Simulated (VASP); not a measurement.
# Ru (P6_3/mmc) in VASP: a series of runs, part 2 of 2

VASP 6.6.1. Earlier steps stand in the parts before.

### Step 5. Single point, PBEsol (grid = ENCUT=400 dk=0.35 cell=3x3x2 ISMEAR=1 SIGMA=0.1 LREAL=False EDIFF=1e-06)

INCAR reads:

```
SYSTEM = Ru
PREC = Accurate
ENCUT = 400
EDIFF = 1E-6
ISMEAR = 1
SIGMA = 0.1
LREAL = .FALSE.
LASPH = .TRUE.
NELM = 120
ALGO = Fast
ISIF = 2
LWAVE = .FALSE.
LCHARG = .FALSE.
GGA = PS
NBANDS = 288
NCORE = 1
KPAR = 2
```

KPOINTS reads:

```
Automatic mesh
0
G
  3 3 3
  0 0 0
```

POSCAR reads:

```
Ru
1.0
    8.1174000000      0.0000000000      0.0000000000
   -4.0587000000      7.0298746128      0.0000000000
    0.0000000000      0.0000000000      8.5638000000
Ru
36
Direct
    0.2222222222      0.1111111111      0.3750000000
    0.2222222222      0.1111111111      0.8750000000
    0.2222222222      0.4444444444      0.3750000000
    0.2222222222      0.4444444444      0.8750000000
    0.2222222222      0.7777777778      0.3750000000
    0.2222222222      0.7777777778      0.8750000000
    0.5555555556      0.1111111111      0.3750000000
    0.5555555556      0.1111111111      0.8750000000
    0.5555555556      0.4444444444      0.3750000000
    0.5555555556      0.4444444444      0.8750000000
    0.5555555556      0.7777777778      0.3750000000
    0.5555555556      0.7777777778      0.8750000000
    0.8888888889      0.1111111111      0.3750000000
    0.8888888889      0.1111111111      0.8750000000
    0.8888888889      0.4444444444      0.3750000000
    0.8888888889      0.4444444444      0.8750000000
    0.8888888889      0.7777777778      0.3750000000
    0.8888888889      0.7777777778      0.8750000000
    0.1111111111      0.2222222222      0.1250000000
    0.1111111111      0.2222222222      0.6250000000
    0.1111111111      0.5555555556      0.1250000000
    0.1111111111      0.5555555556      0.6250000000
    0.1111111111      0.8888888889      0.1250000000
    0.1111111111      0.8888888889      0.6250000000
    0.4444444444      0.2222222222      0.1250000000
    0.4444444444      0.2222222222      0.6250000000
    0.4444444444      0.5555555556      0.1250000000
    0.4444444444      0.5555555556      0.6250000000
    0.4444444444      0.8888888889      0.1250000000
    0.4444444444      0.8888888889      0.6250000000
    0.7777777778      0.2222222222      0.1250000000
    0.7777777778      0.2222222222      0.6250000000
    0.7777777778      0.5555555556      0.1250000000
    0.7777777778      0.5555555556      0.6250000000
    0.7777777778      0.8888888889      0.1250000000
    0.7777777778      0.8888888889      0.6250000000
```

Potentials or basis: VASP PAW PBE potentials, release 64 (Ru_pv).

Run with:

```bash
$ cat potpaw_PBE.64/Ru_pv/POTCAR > POTCAR
$ mpirun -np 4 vasp_std > vasp.out
```

OUTCAR:

```text
SYSTEM = Ru
   PREC = Accurate
   ENCUT = 400
   EDIFF = 1E-6
   ISMEAR = 1
   LREAL = .FALSE.
   LASPH = .TRUE.
   NELM = 120
   ISIF = 2
   GGA = PS

 Found      6 irreducible k-points:

 Following reciprocal coordinates:
            Coordinates               Weight
  0.000000  0.000000  0.000000      1.000000
  0.333333  0.000000  0.000000      6.000000
  0.333333  0.333333  0.000000      2.000000
  0.000000  0.000000  0.333333      2.000000
  0.333333  0.000000  0.333333     12.000000
  0.333333  0.333333  0.333333      4.000000
   k-points           NKPTS =      6   k-points in BZ     NKDIM =      6   number of bands    NBANDS=    288
   number of dos      NEDOS =    301   number of ions     NIONS =     36
   total plane-waves  NPLWV = 163296
   dimension x,y,z NGX =    54 NGY =   54 NGZ =   56
   dimension x,y,z NGXF=   108 NGYF=  108 NGZF=  112
   ions per type =              36
   NGX,Y,Z   is equivalent  to a cutoff of  11.06, 11.06, 10.87 a.u.
   NGXF,Y,Z  is equivalent  to a cutoff of  22.12, 22.12, 21.74 a.u.
 SYSTEM =  Ru
   PREC   = accura    normal or accurate (medium, high low for compatibility)
   ISTART =      0    job   : 0-new  1-cont  2-samecut
   ICHARG =      2    charge: 1-file 2-atom 10-const
   ISPIN  =      1    spin polarized calculation?
   LNONCOLLINEAR =      F non collinear calculations
   LSORBIT =      F    spin-orbit coupling
   LASPH  =      T    aspherical Exc in radial PAW
   ENCUT  =  400.0 eV  29.40 Ry    5.42 a.u.  13.24 13.24 13.97*2*pi/ulx,y,z
   NELM   =    120;   NELMIN=  2; NELMDL= -5     # of ELM steps
   EDIFF  = 0.1E-05   stopping-criterion for ELM
   LREAL  =      F    real-space projection
   EDIFFG = 0.1E-04   stopping-criterion for IOM
   NSW    =      0    number of steps for IOM
   IBRION =     -1    ionic relax: 0-MD 1-quasi-New 2-CG
   NFREE  =      0    steps in history (QN), initial steepest desc. (CG)
   ISIF   =      2    stress and relaxation
   ISYM   =      2    0-nonsym 1-usesym 2-fastsym
   POTIM  = 0.5000    time-step for ionic-motion
   TEBEG  =    0.0;   TEEND  =   0.0 temperature during run
   PSTRESS=    0.0 pullay stress
   NELECT =     504.0000    total number of electrons
   NUPDOWN=      -1.0000    fix difference up-down
   EMIN   =  10.00;   EMAX   =-10.00  energy-range for DOS
   EFERMI =   0.00;   METHOD = LEGACY
   ISMEAR =     1;   SIGMA  =   0.10  broadening in eV -4-tet -1-fermi 0-gaus
   EFERMI_NEDOS =   21; number of points for ismear=-14 and -15
   IALGO  =     68    algorithm
   IMIX   =      4    mixing-type and parameters
     AMIX     =   0.40;   BMIX     =  1.00
     AMIX_MAG =   1.60;   BMIX_MAG =  1.00
  volume/ion in A,a.u.               =      13.57        91.61
  Fermi-wavevector in a.u.,A,eV,Ry     =   1.654022  3.125649 37.222674  2.735789
  Thomas-Fermi vector in A             =   2.742361
   LORBIT       =      0    0 simple, 1 ext, 2 COOP (PROOUT), +10 PAW based schemes
   GGA     = PS    functional components
   LHFCALC =     F    Hartree Fock is set to
   AEXX    =    0.0000 exact exchange contribution
   IVDW    =     0    specifies the selected vdW correction
   LEPSILON=     F    determine dielectric tensor
   LRPA    =     F    only Hartree local field effects (RPA)
 non-spin polarized calculation
 RMM-DIIS sequential band-by-band and
 Methfessel and Paxton  Order N= 1 SIGMA  =   0.10
  energy-cutoff  :      400.00
  volume of cell :      488.69
 maximum number of plane-waves:      8889
 NGX is ok and might be reduce to    54
   NGX = 27   NGY = 27   NGZ = 27

 number of electron     504.0000132 magnetization

 Free energy of the ion-electron system (eV)
  ---------------------------------------------------
  ext. energy  EPLUGINS =         0.00000000
  ---------------------------------------------------
  free energy    TOTEN  =      -366.29081573 eV

  energy without entropy =     -366.31578168  energy(sigma->0) =     -366.29913771

 E-fermi :  12.7771     XC(G=0): -14.2823

 val. band max:       12.7747772866   @ k =   0.3333   0.3333   0.3333
 cond. band min:      12.8548038804   @ k =   0.3333   0.0000   0.3333
 fundamental gap:      0.0800265938
 Fermi energy:        12.7771088194

 k-point     1 :       0.0000    0.0000    0.0000
  band No.  band energies     occupation
      1     -30.8905      2.00000
      2     -30.6585      2.00000
      3     -30.6585      2.00000
      4     -30.6585      2.00000
      5     -30.6585      2.00000
      6     -30.6442      2.00000
[... 256 lines left out ...]
    263      13.3644     -0.00000
    264      13.3644     -0.00000

 k-point     2 :       0.3333    0.0000    0.0000
  band No.  band energies     occupation
      1     -30.8490      2.00000
      2     -30.7807      2.00000
      3     -30.7807      2.00000
      4     -30.7335      2.00000
      5     -30.7103      2.00000
      6     -30.7103      2.00000
[... 256 lines left out ...]
    263      13.4198     -0.00000
    264      13.5538     -0.00000

 k-point     3 :       0.3333    0.3333    0.0000
  band No.  band energies     occupation
      1     -30.7731      2.00000
      2     -30.7731      2.00000
      3     -30.7731      2.00000
      4     -30.7731      2.00000
      5     -30.7731      2.00000
      6     -30.7731      2.00000
[... 256 lines left out ...]
    263      13.8907     -0.00000
    264      13.8916     -0.00000

 k-point     4 :       0.0000    0.0000    0.3333
  band No.  band energies     occupation
      1     -30.8179      2.00000
      2     -30.6921      2.00000
      3     -30.6921      2.00000
      4     -30.6921      2.00000
      5     -30.6921      2.00000
      6     -30.6921      2.00000
[... 256 lines left out ...]
    263      13.2352     -0.00000
    264      13.2353     -0.00000

 k-point     5 :       0.3333    0.0000    0.3333
  band No.  band energies     occupation
      1     -30.8035      2.00000
      2     -30.7839      2.00000
      3     -30.7533      2.00000
      4     -30.7335      2.00000
      5     -30.7335      2.00000
      6     -30.6995      2.00000
[... 256 lines left out ...]
    263      13.2956     -0.00000
    264      13.2956     -0.00000

 k-point     6 :       0.3333    0.3333    0.3333
  band No.  band energies     occupation
      1     -30.7902      2.00000
      2     -30.7902      2.00000
      3     -30.7902      2.00000
      4     -30.7408      2.00000
      5     -30.7408      2.00000
      6     -30.7408      2.00000
[... 256 lines left out ...]
    263      13.5079     -0.00000
    264      13.5079     -0.00000
 [bands above 264 left out]

------------------------ aborting loop because EDIFF is reached ----------------------------------------

  FORCE on cell =-STRESS in cart. coord.  units (eV):
  Direction    XX          YY          ZZ          XY          YZ          ZX
  --------------------------------------------------------------------------------------
  -------------------------------------------------------------------------------------
  Total      -22.1362877    -22.1362877    -23.6754722      0.0000000      0.0000000      0.0000000
  in kB      -72.5745466    -72.5745466    -77.6208136      0.0000000      0.0000000      0.0000000
  external PRESSURE =     -74.2566356 kB  Pullay stress =       0.0000000 kB

 VOLUME and BASIS-vectors are now :
 -----------------------------------------------------------------------------
  energy-cutoff  :      400.00
  volume of cell :      488.69
      direct lattice vectors                 reciprocal lattice vectors
     8.117400000  0.000000000  0.000000000     0.123192155  0.071125024  0.000000000
    -4.058700000  7.029874613  0.000000000     0.000000000  0.142250048  0.000000000
     0.000000000  0.000000000  8.563800000     0.000000000  0.000000000  0.116770592

 POSITION                                       TOTAL-FORCE (eV/Angst)
 -----------------------------------------------------------------------------------
      1.35290      0.78110      3.21143         0.000000      0.000000     -0.000000
      1.35290      0.78110      7.49333        -0.000000     -0.000000      0.000000
      0.00000      3.12439      3.21143         0.000000     -0.000000     -0.000000
      0.00000      3.12439      7.49333        -0.000000      0.000000     -0.000000
     -1.35290      5.46768      3.21143        -0.000000     -0.000000     -0.000000
     -1.35290      5.46768      7.49333         0.000000      0.000000      0.000000
[... 28 lines left out ...]
      2.70580      6.24878      1.07048         0.000000      0.000000      0.000000
      2.70580      6.24878      5.35238         0.000000      0.000000     -0.000000
 -----------------------------------------------------------------------------------
    total drift:                                0.000000      0.000000      0.000000

  FREE ENERGIE OF THE ION-ELECTRON SYSTEM (eV)
  ---------------------------------------------------
  free  energy   TOTEN  =      -366.2908157304 eV

  energy  without entropy=     -366.3157816829  energy(sigma->0) =     -366.29913771
```

Wall time 3.9 min (4 MPI ranks of Intel Xeon 6975P-C (Granite Rapids), shared host); peak memory 0.41 GiB.

The run converged, but some of its settings lie outside the range that counts as converged, so its numbers aren't taken as properties of the crystal.

Results:

```yaml
Free_energy: -366.2908 eV
Pressure: -7.4 GPa
Band_gap_on_the_k_mesh: none (metal or under the smearing width)
```

Caveat: the PAW data sets were made with another functional, which shifts forces and pressure a little.
